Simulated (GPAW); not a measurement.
# C (C2/m) in GPAW: single point with LDA

Aim: the single point of C with LDA.

Everything below comes from runs of GPAW 26.7.0. Logs are shortened: lines on timing, memory, paths and dates and some standing lists are left out, and cuts for length are marked. The log counts tension as positive stress, the text compression.

## Step 1: The crystal as given

The structure is monoclinic, space group C2/m (No. 12). The conventional cell has a = 4.255 Å, b = 2.457 Å, c = 3.765 Å, α = 90.00°, β = 111.49°, γ = 90.00°. Around C (site symmetry m) lie 3 C at 1.42 Å.

This is a stacking variant of graphite.

## Step 2: Single point, LDA

The input, run.py:

```python
from ase.dft.bandgap import bandgap
from ase.io import read, write
from ase.units import GPa
from gpaw import GPAW, PW

atoms = read('POSCAR')

calc = GPAW(mode=PW(550),
            xc='LDA',
            kpts={'size': (10, 10, 6), 'gamma': True},
            occupations={'name': 'fermi-dirac', 'width': 0.05},
            nbands=11,
            maxiter=120,
            txt='gpaw.txt')
atoms.calc = calc
energy = atoms.get_potential_energy()
forces = atoms.get_forces()
stress = atoms.get_stress()
calc.write('gs.gpw')
write('result.traj', atoms)
print(f'Energy: {energy:.6f} eV')
print('Forces (eV/A):')
print(forces.round(4))
print('Stress (GPa):', (stress / GPa).round(3))
print('Fermi level:', round(calc.get_fermi_level(), 4), 'eV')
print(f'Gap: {bandgap(calc)[0]:.4f} eV, direct: {bandgap(calc, direct=True)[0]:.4f} eV')
```

The input, POSCAR:

```
C
1.0
    2.1273203072     -1.2282824400      0.0000000000
    2.1273203072      1.2282824400      0.0000000000
   -1.3790696309      0.0000000000      3.5028300786
C
2
Direct
    0.1666444700      0.1666444700      0.9999069600
    0.8333555300      0.8333555300      0.0000930400
```

Potentials or basis: the program's PAW data sets (release 1.2.1) made for this functional, pw.

Command:

```sh
OMP_NUM_THREADS=1 python run.py
```

gpaw.txt:

```text
__  _  _
 | _ |_)|_||  |
 |__||  | ||/\| - 26.7.0

Input parameters:
  mode=PW(ecut=550.0),
  kpts=MonkhorstPack(size=(10, 10, 6), gamma=True),
  maxiter=120,
  nbands=11,
  occupations=Occupations(name='fermi-dirac', width=0.05),
  xc=XC(name='LDA')

Diagonalizing LCAO Hamiltonian
Converting LCAO to pw mode

       C

                 C

Atoms  # Å, Bohr magnetons
|   | symbol |         x |        y |        z |    initial magnetic moments |
|---|--------|-----------|----------|----------|-----------------------------|
| 0 |      C | -0.669929 | 0.000000 | 3.502504 | ( 0.0000,  0.0000,  0.0000) |
| 1 |      C |  3.545500 | 0.000000 | 0.000326 | ( 0.0000,  0.0000,  0.0000) |

Unit cell  # Å
| periodic |         x |         y |        z |  lengths |     angles |
|----------|-----------|-----------|----------|----------|------------|
|      yes |  2.127320 | -1.228282 | 0.000000 | 2.456455 | 108.496630 |
|      yes |  2.127320 |  1.228282 | 0.000000 | 2.456455 | 108.496630 |
|      yes | -1.379070 |  0.000000 | 3.502830 | 3.764525 |  60.002969 |

Number of symmetries: 4
Symmetry operations  # r_c * U_cc + t_c -> r_c
|   | kind |            matrix            |
|---|------|------------------------------|
| 0 |  E   |  1, 0, 0,  0, 1, 0,  0, 0, 1 |
| 1 |  σ   |  0, 1, 0,  1, 0, 0,  0, 0, 1 |
| 2 |  C2  |  0,-1, 0, -1, 0, 0,  0, 0,-1 |
| 3 |  i   | -1, 0, 0,  0,-1, 0,  0, 0,-1 |

BZ-sampling:
  Number of BZ points: 600
  Number of IBZ points: 172

  Monkhorst-Pack size: [10, 10, 6]
  Monkhorst-Pack shift: [0.05, 0.05, 0.08333333333333333]

K-points  # in reciprocal-cell coordinates
|     |                                coordinates |     weight |
|-----|--------------------------------------------|------------|
|   0 | (  0.00000000,   0.00000000,   0.00000000) | 0.00166667 |
|   1 | (  0.00000000,   0.00000000,   0.16666667) | 0.00333333 |
|   2 | (  0.00000000,   0.00000000,   0.33333333) | 0.00333333 |
|   3 | (  0.00000000,   0.00000000,   0.50000000) | 0.00166667 |
|   4 | (  0.10000000,  -0.10000000,   0.00000000) | 0.00333333 |
|   5 | (  0.10000000,  -0.10000000,   0.16666667) | 0.00666667 |
|   6 | (  0.10000000,  -0.10000000,   0.33333333) | 0.00666667 |
|   7 | (  0.10000000,  -0.10000000,   0.50000000) | 0.00333333 |
|   8 | (  0.10000000,   0.00000000,  -0.33333333) | 0.00666667 |
|   9 | (  0.10000000,   0.00000000,  -0.16666667) | 0.00666667 |
| ... |                                            |            |
| 171 | (  0.50000000,   0.50000000,   0.50000000) | 0.00166667 |

Plane wave coefficients: 548
Cutoff: 550.0 eV

Spin-components: 1 (collinear spins)
Bands:           11
Projectors:      10
Spin-degeneracy: 2
Datatype:        complex128

Parallelization:
  kpt:    1
  domain: 1
  band:   1

Density:
  Valence electrons: 8.0
  Components: 1
  Grid points: [14 14 21]
  Charge: 0.0  # |e|

Potential:
  Grid points: [14 14 21]

species:
  C:
    name:    Carbon
    Z:       6.0
    valence: 4
    core:    2
    charge:  0.0  # [|e|]
    compensation charges:
      type: gauss
      rc: 0.20  # [Å]
      lmax: 2
    cutoffs:
      filter: 1.14  # [Å]
      core: 1.14  # [Å]
    projectors
    | kind |    occ | energy [eV] | rcut [Å] |
    |------|--------|-------------|----------|
    |   2s |  2.000 |     -13.639 |    0.635 |
    |   2p |  2.000 |      -5.414 |    0.635 |
    |    s |        |      13.573 |    0.635 |
    |    p |        |      21.797 |    0.635 |
    |    d |        |       0.000 |    0.635 |

    Using partial waves for C as LCAO basis

Reference energy: -2037.605076  # eV

eigensolver:
  PPCG
  Converge bands: occupied
  niter=2

density mixing:
  MSR1-Mixer
  Pratt-step length: 0.05
  Maximum mixing coefficient: 0.75
  Old densities: 10
  SVD Regularization: 0.005
  Good broyden scale: 1.0
  Trust region scale: 1.0
  Backstep threshold: 4.0
  History deletion threshold: 6.0
  Fourier metric: weight=20.0, sigma=0.015

occupation numbers:
  Fermi-Dirac:
    width: 0.0500  # eV

poisson solver:
  ecut: 4400.0  # eV

xc functional:
  name: None

convergence criteria:
- Maximum [total energy] change in last 3 cyles: 0.0005 eV / valence electron
- Maximum integral of absolute [dens]ity change: 0.0001 electrons / valence electron
- Maximum integral of absolute [eigenst]ate change: 4e-08 eV^2 / valence electron
maximum number of iterations: 120

SCF iterations
|iter     | |      energy | eigst |  dens |
|---------|-|-------------|-------|-------|
|iter:   1| |  -21.413779 | +0.58 |       |
|iter:   2| |  -21.251837 | -1.66 | -0.74 |
|iter:   3| |  -20.241607 | -1.18 | -0.77 |
|iter:   4| |  -20.242563 | -2.79 | -1.62 |
|iter:   5| |  -20.243497c| -4.34 | -2.05 |
|iter:   6| |  -20.243498c| -6.26 | -3.31 |
|iter:   7| |  -20.243498c| -7.67c| -3.74 |
|iter:   8| |  -20.243498c| -8.53c| -5.22c|

Converged in 8 steps
Energy contributions relative to reference atoms: (reference = -2037.605076)

Energy contributions:
  Kinetic:          19.008277
  Coulomb:         -19.228142
  Zero:              0.028062
  External:          0.000000
  Xc:              -20.051695
  Entropy:          -0.000000
  Spinorbit:         0.000000
  ----------------------------
  Free energy:     -20.243498
  Extrapolated:    -20.243498

dipole moment: (0.000001, 0.000000, 0.000002)  # |e|*Ang

Fermi level: 5.604
Eigenvalues  # (at kpt = [0.000, 0.000, 0.000])
| band index |      eig [eV] | occ [0-2] |
|------------|---------------|-----------|
|          0 |       -13.958 |     2.000 |
|          1 |        -1.311 |     2.000 |
|          2 |         2.522 |     2.000 |
|          3 |         2.526 |     2.000 |
|          4 |         9.038 |     0.000 |
|          5 |        13.909 |     0.000 |
|          6 |        13.911 |     0.000 |
|          7 |        16.938 |     0.000 |
|          8 |        18.667 |     0.000 |
|          9 |        28.037 |     0.000 |
|         10 |        29.272 |     0.000 |

Gap: 1.350 eV
Transition (v -> c):
  (s=0, k=48, n=3, [0.30, -0.30, 0.00]) -> (s=0, k=96, n=4, [0.40, -0.30, 0.33])
Direct/indirect transitions are different
Direct gap: 1.375 eV
Transition at: (s=0, k=96, n=3, [0.40, -0.30, 0.33])

Forces  # eV/Ang
|        x |       y |        z |
|----------|---------|----------|
| -0.00266 | 0.00000 |  0.00410 |  # C    0
|  0.00266 | 0.00000 | -0.00410 |  # C    1

Stress tensor  # eV/Ang^3
|        x |        y |        z |
|----------|----------|----------|
| 0.032933 | 0.000000 | 0.000194 |
| 0.000000 | 0.033359 | 0.000000 |
| 0.000194 | 0.000000 | 0.007061 |

# Writing to gs.gpw (mode='')
```

stdout:

```text
Energy: -20.243498 eV
Forces (eV/A):
[[-0.0027  0.      0.0041]
 [ 0.0027  0.     -0.0041]]
Stress (GPa): [5.276 5.345 1.131 0.    0.031 0.   ]
Fermi level: 5.6037 eV
Gap: 1.3497 eV, direct: 1.3753 eV
```

Run time: 15 s. Hardware: 1 thread of Arm Neoverse V2, shared host; peak memory 0.15 GiB.

The run converged, but some of its settings lie outside the range that counts as converged, so its numbers aren't taken as properties of the crystal.

Results:

```yaml
Free_energy: -20.2435 eV
Pressure: -3.9 GPa
Largest_force: 0.005 eV/Å
Band_gap_on_the_k_mesh: 1.35 eV, indirect (least direct gap 1.38 eV)
```

Caveat: the cutoff is short for stress and forces, so pressures can be off by a GPa or more.
